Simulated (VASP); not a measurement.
Wanted: the native input for a VASP 6.6.1 run.

| Quantity | Value |
| --- | --- |
| Task | electrostatic potential |
| Functional | PBEsol |
| Dispersion | D3(BJ) |
| Potentials or basis | VASP PAW PBE potentials, release 64 (Ir) |
| Cutoff | 520 eV |
| k mesh | 18 × 18 × 18 |
| Occupations | methfessel-paxton, width 0.1 eV |
| Spin | no spin polarisation |
| Further INCAR settings | ALGO = Fast; EDIFF = 1e-06 |

The structure of Ir lies in POSCAR:

```
Ir                                      
1.0
   -0.0000000000      1.9034761297      1.9034761297
    1.9034761297      0.0000000000      1.9034761297
    1.9034761297      1.9034761297      0.0000000000
  Ir            
     1
Direct
     0.0000000000000000    0.0000000000000000    0.0000000000000000
```

The cell was built by a generator and needn't be a form met in nature.

The input as run:

INCAR

```
ALGO = Fast
EDIFF = 1E-6
ENCUT = 520
GGA = PS
ISIF = 2
ISMEAR = 1
IVDW = 12
LASPH = True
LCHARG = True
LREAL = False
LVHAR = True
LWAVE = False
NELM = 100
PREC = Accurate
SIGMA = 0.1
```

KPOINTS

```
k-points
0
Gamma
  18 18 18
```

Potentials or basis: VASP PAW PBE potentials, release 64 (Ir).

Command:

```console
$ cat potpaw_PBE.64/Ir/POTCAR > POTCAR
$ mpirun -np 1 vasp_std > vasp.out
```

Results of the run:

```
Pressure                   : -0.1 GPa
Band gap on the k mesh     : none (metal or under the smearing width)
Dispersion energy per atom : -0.733 eV
```

Caveat: the PAW data sets were made with another functional, which shifts forces and pressure a little; pairwise dispersion overbinds metals, which lowers pressure and volume.

Run time: 14 s on 1 thread of AMD EPYC 9R45 96-Core Processor (Zen 5) (shared host), peak memory 0.13 GiB.
